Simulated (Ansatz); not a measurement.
# NbGe2P4 monolayer in a perpendicular field, part 2 of 2

Wanted: the out-of-plane response of the NbGe2P4 monolayer. A positive field points along +c.

Ansatz 0.2.0; plane-wave DFT, PBE-D3(BJ), Ansatz PAW.

So far. Step 2 (Relaxing the slab): The lattice constant a goes from 3.580 to 3.568 Å.

### Step 3. Single point, field 0

A sawtooth potential applies the field, turning back in the middle of the vacuum. With the dipole correction the typed value is the field outside the slab. The induced dipole is small, so the SCF threshold is tight.

The cell differs from the one that the last finished run ended in (c 48.611 → 27.686 Å).

input.yaml reads:

```yaml
crystal:
  lattice:
    - [3.5681540991, 0.0, 0.0]
    - [-1.7840770495, 3.0901120944, 0.0]
    - [0.0, 0.0, 27.6856633094]
  atoms:
    - { symbol: P, position: [0.0, 0.0, 0.3250779979] }
    - { symbol: Ge, position: [0.3333333333, 0.6666666667, 0.364017561] }
    - { symbol: P, position: [0.3333333333, 0.6666666667, 0.4479974476] }
    - { symbol: Nb, position: [0.0, 0.0, 0.5] }
    - { symbol: P, position: [0.3333333333, 0.6666666667, 0.5520025524] }
    - { symbol: Ge, position: [0.3333333333, 0.6666666667, 0.635982439] }
    - { symbol: P, position: [0.0, 0.0, 0.6749220021] }
kpoints:
  mp_grid: { grid: [18, 18, 1] }
  band_path:
    path: [[0, 0, 0], [0.5, 0, 0], [0.33333333, 0.33333333, 0], [0, 0, 0]]
    npoints: 16
hamiltonian:
  xc: pbe
  dispersion: d3bj
scf:
  occupations: { method: fermi_dirac, width: 0.02585 }
  convergence: { dr2_threshold: 1.0e-10 }
efield:
  axis: 3
  dipole_correction: true
  ramp_position: 0.97
  ramp_width: 0.06
  amplitude: 0
output:
  dos: { projected: true, e_range: [-6, 5] }
  write_potential: true
  write_density: true
  volumetric_format: npy
  elf: true
```

Run with:

```console
ansatz run input.yaml --threads 4 --pin off --max-ram 6144MiB --backend cpu --events-out ev --progress --plain --runs-dir out
```

Numbers of over 12 decimals in the logs are rounded to 6 here.

Log:

```text
[...]
Crystal: 7 atoms, lattice volume = 305.262 Å³
Basis set: ecut = 420 eV, 5883 PW (Γ)
Bands: 38, of which v1, the nominal top of the filled ones, is band 31 counted from 1 (30 counted from 0)
Symmetry: 6 space group operations
k-points: 37 of 324 (time reversal used)
[...]
SCF iter   1: F=—  HF=-16168.857885 eV  |F-HF|=—  |Δ(HF+E_count)|=         —  Δρ=3.17e-3  dr2=2.71e-2  ethr=1.77e-3  p=0.000 e·Å  D=1.47e-13 V/Å  ΔV_dip=-0.00 eV  dr2_dipole=2.64e-6  V_vac-E_F(+/−)=5.52/5.52 eV  ⟨swp⟩=10.6  Hψ=7568  notcnv=0
efield: sawtooth ramp at fractional position 0.9700 (set: `efield.ramp_position`, or a place that a band, a saddle search or an elastic batch's reference lends), width 0.0600; the density the first Hamiltonian is built on has a dipole p = 0.000 e·Å; the dipole correction subtracts the counter field D = 1.47e-13 V/Å, which shifts the + side's vacuum level by -0.00 eV against the − side's; the planar-averaged density in the ramp window peaks in size at 1.0e-5 e/Å³
[...]
SCF iter   2: F=—  HF=-16168.865252 eV  |F-HF|=—  |Δ(HF+E_count)|=   7.37e-3  Δρ=1.22e-3  dr2=1.54e-2  ethr=4.45e-5  p=-0.000 e·Å  D=-9.91e-5 V/Å  ΔV_dip=0.00 eV  dr2_dipole=5.35e-6  V_vac-E_F(+/−)=5.49/5.49 eV  ⟨swp⟩=3.3  Hψ=3087  notcnv=0  defer=61
[...]
SCF iter  11: F=-16168.863186 eV  HF=-16168.863186 eV  |F-HF|=6.91e-11  |Δ(HF+E_count)|=  3.15e-10  Δρ=5.49e-8  dr2=1.67e-11  ethr=1.00e-12  p=-0.000 e·Å  D=-8.27e-8 V/Å  ΔV_dip=0.00 eV  dr2_dipole=6.28e-13  V_vac-E_F(+/−)=5.51/5.51 eV  ⟨swp⟩=10.3  Hψ=4218  notcnv=0
SCF 1 converged in 11 iterations: F = -16168.863186 eV  dr2 = 1.67e-11
[...]
NSCF: frozen V_eff on 49 k-points
efield: sawtooth ramp at fractional position 0.9700 (kept from the solve that this one continues, or follows in the run), width 0.0600; the density the first Hamiltonian is built on has a dipole p = -0.000 e·Å; the dipole correction subtracts the counter field D = -8.27e-8 V/Å, which shifts the + side's vacuum level by +0.00 eV against the − side's; the planar-averaged density in the ramp window peaks in size at 1.3e-5 e/Å³
WARN: The output density's exchange-correlation potential varies sharply where the density is thin. Do not read a vacuum level from v_tot or v_xc, or from such a field of the output density. On a cell that repeats whose density bears no net charge and no dipole along the vacuum's axis use v_es (v_loc + v_h of the components); under efield.dipole_correction with no amplitude use v_es + v_field, which holds any externa [...]
SCF converged after 11 iterations
Free energy (F): -16168.863186 eV
[...]
Internal energy: -16168.857892 eV  (E = F + TS)
E sigma→0 (E₀):  -16168.860539 eV
Entropy (-TS):   -0.005294 eV (-0.756 meV/atom)
Fermi energy:    0.848148 eV
Dipole field:    D = 0.000001 V/Å  (p = 0.000001 e·Å, saw-weighted, corrected)
Work function:   Φ+ = 5.5075 eV   Φ− = 5.5075 eV
Levels:          The Fermi level and band energies are counted from a zero that moves with the ramp; work functions are not
[...]
--- Band table (eV; the first three rows and the last of 37) ---
  k-point 0: bands = [... 27 lower, 0.3862, 0.5410, 0.5410, 1.3273, 3.4717, 3.5949, 3.9019, 3.9019, ... 3 higher]
  k-point 1: bands = [... 27 lower, 0.2993, 0.4417, 0.4670, 1.3534, 3.6934, 3.7865, 3.9021, 3.9912, ... 3 higher]
  k-point 2: bands = [... 27 lower, 0.0768, 0.2757, 0.4052, 1.3241, 3.5347, 3.6046, 4.2211, 4.2270, ... 3 higher]
  k-point 36: bands = [... 27 lower, -1.3870, -0.4542, 0.2640, 1.5821, 2.4594, 2.4761, 3.1995, 3.7056, ... 3 higher]
```

Run time: 17 s. Hardware: 4 threads of Intel Xeon Platinum 8488C (Sapphire Rapids), shared host; peak memory 0.94 GiB; 66 s of CPU time.

This step gave:

```yaml
energy_at_zero_smearing: -16168.8605 eV
work_function_upper_face: 5.507 eV
dipole_along_the_normal: 1.32e-6 e·Å
```

Running mean over a fixed 2.7 Å (it still follows the layers) of the planar mean; the ramp of the sawtooth is left out. Electron's electrostatic potential energy less the Fermi level against z:

```csv
z (Å),electron's electrostatic potential energy less the Fermi level (eV)
4,5.51
5,5.50
6,5.46
7,4.65
8,-0.258
9,-5.31
10,-6.07
11,-3.60
12,-3.78
13,-8.74
14,-9.53
15,-7.22
16,-3.45
17,-3.92
18,-6.65
19,-3.90
20,1.59
21,5.16
22,5.49
23,5.51
24,5.51
```

The density of states has structure finer than the step of the table below, so its rows give means over 0.2 eV, whole bins alone (the curve runs from -6 to 1.99 eV). Peaks (eV: height): -3.88: 14.7, -2.28: 7.23, -1.97: 9.51, -1.81: 10.8, -1.31: 11.4, -1.07: 7.90, -0.98: 7.68.

Table of density of states by energy, zero at the Fermi level; means over each step:

energy (eV), density of states (states/eV a cell) and a bar:
```
     -5.8        0.4 #
     -5.6        0.4 #
     -5.4        0.5 ##
     -5.2        0.8 ###
     -5.0        0.8 ###
     -4.8        1.1 ####
     -4.6        5.3 ##################
     -4.4        1.9 ######
     -4.2        3.5 ############
     -4.0        3.3 ###########
     -3.8        5.2 ##################
     -3.6        3.2 ###########
     -3.4        4.4 ###############
     -3.2        3.5 ############
     -3.0        4.2 ##############
     -2.8        3.6 ############
     -2.6        3.7 #############
     -2.4        4.5 ###############
     -2.2        5.6 ###################
     -2.0        6.5 ######################
     -1.8        7.4 ##########################
     -1.6        4.4 ###############
     -1.4        5.5 ###################
     -1.2        8.8 ##############################
     -1.0        5.9 ####################
     -0.8        4.2 ##############
     -0.6        2.9 ##########
     -0.4        1.9 ######
     -0.2        2.6 #########
      0.0        2.8 ##########
      0.2        1.7 ######
      0.4        1.5 #####
      0.6        0.5 ##
      0.8        0.0 
      1.0        0.0 
      1.2        0.0 
      1.4        0.2 #
      1.6        2.2 ########
      1.8        3.4 ############
```

Projected DOS per atom over height of the atomic layer and energy from the Fermi level. Layers: P Ge P Nb P Ge P from below.

Values in states/eV, 22 rows by 7 columns, each cell a mean:
```
0.42 0.39 0.21 0.71 0.21 0.39 0.42
0.07 0.10 0.08 0.32 0.08 0.10 0.07
0.00 0.00 0.00 0.00 0.00 0.00 0.00
0.01 0.00 0.01 0.15 0.01 0.00 0.01
0.10 0.05 0.08 0.99 0.08 0.05 0.10
0.09 0.08 0.16 1.88 0.16 0.08 0.09
0.19 0.07 0.32 0.80 0.32 0.07 0.19
0.61 0.16 0.78 0.63 0.78 0.16 0.61
1.15 0.27 1.37 1.47 1.37 0.27 1.15
1.01 0.27 0.85 1.00 0.85 0.27 1.01
1.35 0.50 1.00 1.16 1.00 0.50 1.35
1.01 0.46 0.79 0.78 0.79 0.46 1.01
0.62 0.46 0.52 0.66 0.52 0.46 0.62
0.60 0.50 0.54 0.80 0.54 0.50 0.60
0.51 0.41 0.64 0.78 0.64 0.41 0.51
0.43 0.38 0.62 0.62 0.62 0.38 0.43
0.49 0.52 0.85 0.66 0.85 0.52 0.49
0.35 0.41 0.39 0.29 0.39 0.41 0.35
0.36 0.44 0.45 0.36 0.45 0.44 0.36
0.19 0.14 0.13 0.04 0.13 0.14 0.19
0.10 0.09 0.04 0.02 0.04 0.09 0.10
0.09 0.08 0.03 0.02 0.03 0.08 0.09
```
Columns: height of the atomic layer (Å) from 9 to 18.7 (not evenly spaced); rows upwards: energy from the Fermi level (eV) from -5.96 to 1.96.

Electronic bands along the path, in eV, zero at the Fermi level:

```csv
point,band 27,band 28,band 29,band 30,band 31,band 32,band 33,band 34
Γ,-0.46,-0.46,-0.31,-0.31,0.48,2.62,2.75,3.05
halfway,-1.61,-1.20,-1.17,-0.87,0.00,2.11,2.24,2.78
M,-1.78,-1.65,-1.47,-0.57,-0.34,1.69,1.78,2.46
halfway,-1.96,-1.71,-1.32,-0.91,0.15,1.68,2.31,2.62
K,-2.73,-2.24,-1.30,-0.58,0.73,1.61,1.63,2.35
halfway,-1.97,-1.26,-1.23,-0.83,-0.05,2.34,2.65,2.95
Γ,-0.46,-0.46,-0.31,-0.31,0.48,2.62,2.75,3.05
```

ELF in the ca plane at fractional y = 0.667, with atoms of Ge and P within 0.2 Å of it. It is the smooth field of the valence electrons, not physical close to the nuclei.

Values, 5 rows by 16 columns, each cell a mean:
```
0.00 0.00 0.00 0.00 0.01 0.16 0.63 0.68 0.50 0.12 0.20 0.22 0.18 0.24 0.18 0.14
0.00 0.00 0.00 0.00 0.00 0.09 0.44 0.62 0.53 0.27 0.49 0.51 0.19 0.56 0.44 0.28
0.00 0.00 0.00 0.00 0.00 0.01 0.07 0.30 0.22 0.46 0.61 0.59 0.39 0.57 0.65 0.40
0.00 0.00 0.00 0.00 0.00 0.00 0.03 0.23 0.13 0.45 0.51 0.40 0.40 0.35 0.59 0.36
0.00 0.00 0.00 0.00 0.00 0.04 0.26 0.51 0.46 0.39 0.65 0.70 0.27 0.73 0.62 0.37
```
Columns run along c (16.0 Å, from fractional 0.06 to 0.63 of the cell), rows up along a (3.6 Å). Atoms in or near the plane, at fractional coordinates: Ge at (0.36, 0.33), P at (0.45, 0.33), P at (0.55, 0.33).

Electrostatic potential energy in the ca plane at fractional y = 0.667, with atoms of Ge and P within 0.2 Å of it. With pseudopotentials it is smooth inside the atoms' cores, unlike the true potential.

Ten even steps from '0' (-52 eV) to '9' (6 eV), each cell a mean:
```
99999999998889999999998777899999999988899999
99999999998889999999998777899999999988899999
99999999998888899999998878899999998888899999
99999999999876678987778888877789876688999999
99999999999853347862026898610278643358999999
99999999999731135740004898300057521147999999
99999999999742236850005898400058631247999999
99999999999864458885357888753588754468999999
99999999999888889998888888888899988888999999
```
Columns run along c (16.0 Å, from fractional 0.19 to 0.76 of the cell; values clipped at the 3rd and 97th percentile), rows up along a (3.6 Å). Atoms in or near the plane, at fractional coordinates: Ge at (0.36, 0.33), P at (0.45, 0.33), P at (0.55, 0.33), Ge at (0.64, 0.33).

Valence density in the ca plane at fractional y = 0.667, with atoms of Ge and P within 0.2 Å of it. It is the smooth field of the valence electrons, not physical close to the nuclei.

Values in e/Å³, 5 rows by 16 columns, each cell a mean:
```
 0  0  0  0  0  0  0  0  0  0  0  0  0  0  0  0
 0  0  0  0  0  0  0  0  0  0  0  0  0  0  0  0
 0  0  0  0  0  0  0  0  6  1  1  1  0  1  1  2
 0  0  0  0  0  0  0  0 15  2  1  0  0  0  1  4
 0  0  0  0  0  0  0  0  1  0  0  0  0  0  0  0
```
Columns run along c (16.0 Å, from fractional 0.06 to 0.63 of the cell), rows up along a (3.6 Å). Atoms in or near the plane, at fractional coordinates: Ge at (0.36, 0.33), P at (0.45, 0.33), P at (0.55, 0.33).

The work function of the upper face is 5.51 eV.

### Step 4. Single point, field 0.1 V/Å

Changes to input.yaml since step 3:

```diff
@@ -29,5 +29,4 @@
   ramp_width: 0.06
-  amplitude: 0
+  amplitude: 0.1
 output:
-  dos: { projected: true, e_range: [-6, 5] }
   write_potential: true
@@ -35,2 +34 @@
   volumetric_format: npy
-  elf: true
```

Log:

```text
[...]
Crystal: 7 atoms, lattice volume = 305.262 Å³
Basis set: ecut = 420 eV, 5883 PW (Γ)
Bands: 38, of which v1, the nominal top of the filled ones, is band 31 counted from 1 (30 counted from 0)
Symmetry: 6 space group operations
k-points: 37 of 324 (time reversal used)
[...]
k-point 0: bands = [... 27 lower, 0.3849, 0.5418, 0.5418, 1.3271, 3.4690, 3.5967, 3.9013, 3.9013, ... 3 higher]
  k-point 1: bands = [... 27 lower, 0.2981, 0.4414, 0.4677, 1.3532, 3.6907, 3.7879, 3.9015, 3.9905, ... 3 higher]
  k-point 2: bands = [... 27 lower, 0.0760, 0.2761, 0.4047, 1.3238, 3.5319, 3.6062, 4.2168, 4.2305, ... 3 higher]
  k-point 36: bands = [... 27 lower, -1.3875, -0.4547, 0.2640, 1.5817, 2.4591, 2.4756, 3.1988, 3.7053, ... 3 higher]
[key lines of the parts left out:]
SCF converged after 13 iterations
Free energy (F): -16168.866769 eV
Fermi energy:    0.847828 eV
Dipole field:    D = 0.042486 V/Å  (p = 0.071672 e·Å, saw-weighted, corrected)
```

Wall time 18 s (4 threads); peak memory 0.89 GiB.

The dipole is 0.0717 e·Å.

### Step 5. Single point, field -0.1 V/Å

Changes to input.yaml since step 4:

```diff
@@ -29,3 +29,3 @@
   ramp_width: 0.06
-  amplitude: 0.1
+  amplitude: -0.1
 output:
```

Log:

```text
[...]
Crystal: 7 atoms, lattice volume = 305.262 Å³
Basis set: ecut = 420 eV, 5883 PW (Γ)
Bands: 38, of which v1, the nominal top of the filled ones, is band 31 counted from 1 (30 counted from 0)
Symmetry: 6 space group operations
k-points: 37 of 324 (time reversal used)
[...]
k-point 0: bands = [... 27 lower, 0.3849, 0.5418, 0.5418, 1.3271, 3.4690, 3.5967, 3.9013, 3.9013, ... 3 higher]
  k-point 1: bands = [... 27 lower, 0.2981, 0.4414, 0.4677, 1.3532, 3.6907, 3.7879, 3.9015, 3.9905, ... 3 higher]
  k-point 2: bands = [... 27 lower, 0.0760, 0.2761, 0.4047, 1.3238, 3.5319, 3.6062, 4.2168, 4.2305, ... 3 higher]
  k-point 36: bands = [... 27 lower, -1.3875, -0.4547, 0.2640, 1.5817, 2.4591, 2.4756, 3.1988, 3.7053, ... 3 higher]
[key lines of the parts left out:]
SCF converged after 13 iterations
Free energy (F): -16168.866769 eV
Fermi energy:    0.847828 eV
Dipole field:    D = -0.042486 V/Å  (p = -0.071672 e·Å, saw-weighted, corrected)
```

It took 15 s on 4 threads; peak memory 0.91 GiB; 59 s of CPU time.

The dipole is -0.0717 e·Å.

### Step 6. Response, atoms held

This step: plane-wave DFT, PBE-D3(BJ), Ansatz PAW; response to a field along the normal, atoms held (Ansatz 0.2.0).

The dipoles give the slope, and the difference of two potentials shows where the field is screened.

This step gave:

```
equivalent conductor thickness p/(ε₀AE) : 11.76 Å
distance between the outer atoms        : 9.686 Å
```

The dipole of the cell by applied field:

```csv
applied field (V/Å),dipole of the cell (e·Å)
-0.1000,-0.0717
0.0000,1.3e-6
0.1000,0.0717
```

Local field over the applied field, running mean. From the potentials at -0.1 and 0.1 V/Å; running mean over 2.5 Å. Table of local field over applied field by z:

```csv
z (Å),local field over applied field
5,0.995
6,0.961
7,0.783
8,0.437
9,0.123
10,0.0468
11,0.0551
12,0.0369
13,0.0229
14,0.00857
15,0.0237
16,0.0513
17,0.0479
18,0.0507
19,0.203
20,0.550
21,0.864
22,0.979
23,0.998
```

The induced electron density oscillates, so the rows of the table below give means over windows of 1.59 Å about each position, cut where the curve ends. Its maxima inside the range that stand out by 2 % of the span (Å: e/Å³ per V/Å): 7.9: 0.00367, 9.4: 8.1e-4, 11.1: 6.3e-4, 12.5: 7.6e-4, 14.3: 7.9e-4, 15.9: 1.4e-4, 17.4: 0.00127, 18.7: -4.2e-4. Its minima: 8.9: 4.2e-4, 10.2: -0.00127, 11.8: -1.4e-4, 13.4: -7.9e-4, 15.1: -7.6e-4, 16.6: -6.3e-4, 18.3: -8.1e-4, 19.8: -0.00367.

Electrons, planar mean, per unit field. Induced electron density against z; means over each step:

```csv
z (Å),induced electron density (e/Å³ per V/Å)
4.83,2.2e-5
6.42,6.0e-4
8.01,0.00259
9.60,9.2e-7
11.19,8.7e-5
12.78,2.9e-5
14.37,1.1e-4
15.96,-3.1e-4
17.55,2.9e-4
19.14,-0.00191
20.73,-0.00143
22.32,-7.3e-5
```

By hand: between -0.1 and 0.1 V/Å the dipole changes by 0.1433 e·Å, a slope of 0.7167 e·Å²/V. A perfect conductor of thickness t has p = ε₀AEt, so t = 180.95 × 0.7167 / 11.026 = 11.76 Å (e/ε₀ = 180.95 V·Å, A in Å²).

The induced dipole is that of a conductor 11.76 Å thick.

### Step 7. Summary of results

```yaml
gap_without_field: none
work_function_upper_face: 5.51 eV
equivalent_conductor_thickness_atoms_held: 11.8 Å
```

What this shows: The induced dipole equals that of a perfect conductor 11.76 Å thick, while the outer atoms lie 9.69 Å apart. There is no gap over 0.03 eV, with or without the field. The first relaxation ran with spin and lost its moment, and the later runs have none; other magnetic states were not tried. Spin-orbit coupling is left out. The outer anions sit over the metal atoms, one of several polytypes of such layers and not the lowest for every compound.

[Logs are printed without paths, hosts, clocks, repeated set-up lines and the standing remarks that a program may print on its own settings, such as how far it seeks lower states.]

[Hosts, paths, dates, database ids (printed as entryN), source tags and the programs' standing remarks are cut or masked in the printed files.]

[Maps of the electrostatic potential energy from Ansatz leave out the sawtooth potential of an applied field or a dipole correction, so their vacuum need not be flat; planar profiles and work functions include it.]

[The density of states shown here was stored with 400 of the rows of the run's finer table, so its peaks can read low, often by over a quarter, or be missed, and its means over a window can be off by a tenth or more.]
